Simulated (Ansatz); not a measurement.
NaI: from Born charge to LO–TO splitting and polaron coupling

These are results of Ansatz 0.2.0, DFT PBE, scalar-relativistic, plane waves, PAW, not measurements. Plane waves to 420 eV; Γ-centred k mesh 6×6×6; fixed occupations. No spin polarisation. Phonons by linear response, acoustic sum rule imposed.

Relaxed structure:
```
Na I
1.0
     0.00000    3.26410    3.26410
     3.26410    0.00000    3.26410
     3.26410    3.26410    0.00000
Na I
1 1
Direct
  0.00000 0.00000 0.00000
  0.50000 0.50000 0.50000
```

Spin–orbit coupling is left out, which matters for heavy elements.

Linear response gives ν_TO = 103.3 cm⁻¹, Born charges ±1.210 e (positive on Na) and ε∞ = 3.331. The primitive cell holds 69.554 Å³, and the masses are 22.990 and 126.904 amu.

Task: Find ν_LO and the static dielectric constant.

Result: The long-wave field adds a restoring force: ω_LO² − ω_TO² = Z*²e²/(ε_vac ε∞ μV). In these units ν_LO² − ν_TO² = 4.92064×10⁷ Z*²/(μ V ε∞) cm⁻², with μ = m₁m₂/(m₁ + m₂) = 19.464 amu: 15968 cm⁻². So ν_LO = √(103.3² + 15968) = 163.2 cm⁻¹, and the run gives 163.2. Lyddane–Sachs–Teller then gives ε0 = ε∞ (ν_LO/ν_TO)² = 8.31, against 8.32 in the run (it forms both from the same three quantities, so the match checks the arithmetic only). Between ν_TO and ν_LO the dielectric function is negative and an undamped crystal reflects fully: a reststrahlen band from 61.3 to 96.8 μm.

Task: What do the Clausius–Mossotti polarisability and the Szigeti charge come to?

Result: With the Lorentz local field, α = (3V/4π)(ε∞ − 1)/(ε∞ + 2) = 7.26 Å³ for the pair, and e_S = 3Z*/(ε∞ + 2) = 0.68 e. The Born charge includes the electrons' response to the dipole's own local field, and e_S takes that enhancement out. The Lorentz field assumes point-like polarisable ions, a fair picture at this small ε∞.

Task: How strongly does a slow electron couple to the LO mode?

Result: For one isotropic parabolic band, Fröhlich's constant is α_F = (1/ε∞ − 1/ε0) √(m* Ry/ħω_LO), with Ry = 13.606 eV, ħω_LO = 20.2 meV and m* in free-electron masses: α_F = 0.1799 × 25.93 × √m* = 4.67 √m*. The band mass isn't part of this run; for m* = 0.1, 0.3 and 1 it gives 1.48, 2.56, 4.67. In weak coupling the polaron lies α_F ħω_LO below the band edge (52 meV at m* = 0.3) with a mass m*(1 + α_F/6); past α_F of about 5 or 6 that expansion fails. A semilocal functional's ε∞ tends to be too large, which taken alone lowers α_F.

Cost: 1 run of about 0.81 core-minutes, on Intel Xeon Platinum 8259CL (Skylake/Cascade Lake) (shared hosts).